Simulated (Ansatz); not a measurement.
# Lu: one input, then a changed one

The cell was built from the bcc type and relaxed in the same program, and has space group Im-3m; it needn't be a known or the stable phase.

First run: DFT, PBE, all-electron LAPW, Dirac equation with spin-orbit coupling (Ansatz 0.2.0).

Command: `ansatz run input.yaml --threads 1 --pin off --max-ram 2048MiB --backend cpu --events-out ev --progress --plain --runs-dir out` The run took 2.3 min on 1 thread of Intel(R) Xeon(R) Platinum 8488C (Sapphire Rapids) (shared host).

```yaml
crystal:
  lattice:
    - [-1.9499657094, 1.9499657094, 1.9499657094]
    - [1.9499657094, -1.9499657094, 1.9499657094]
    - [1.9499657094, 1.9499657094, -1.9499657094]
  atoms:
    - { symbol: Lu, position: [0.0, 0.0, 0.0] }
kpoints:
  mp_grid: { grid: [15, 15, 15] }
  band_path:
    path:
      - [0.0, 0.0, 0.0]
      - [0.5, -0.5, 0.5]
      - [0.0, 0.0, 0.5]
      - [0.0, 0.0, 0.0]
      - [0.25, 0.25, 0.25]
      - [0.5, -0.5, 0.5]
      - [0.25, 0.25, 0.25]
      - [0.0, 0.0, 0.5]
    npoints: 5
scf:
  occupations: { method: fermi_dirac, width: 0.08 }
hamiltonian:
  xc: pbe
  pseudopotentials: { kind: all_electron, lapw: { basis_error: 0.0005 } }
output:
  forces: true
  stress: true
  eigenvalues: true
magnetization:
  noncollinear: true
  spin_orbit: true
```

Result: converged; pressure -0.39 GPa; 8 SCF iterations.

The input is then changed:

```diff
@@ -20,5 +20,5 @@
     npoints: 5
 scf:
-  occupations: { method: fermi_dirac, width: 0.08 }
+  occupations: { method: tetrahedron_uncorrected }
 hamiltonian:
   xc: pbe
```

Problem. Predict the outcome of the changed run.

Solution. It converged; energy at zero smearing +10.7 meV/atom from the first run; pressure -0.42 GPa; 8 SCF iterations.
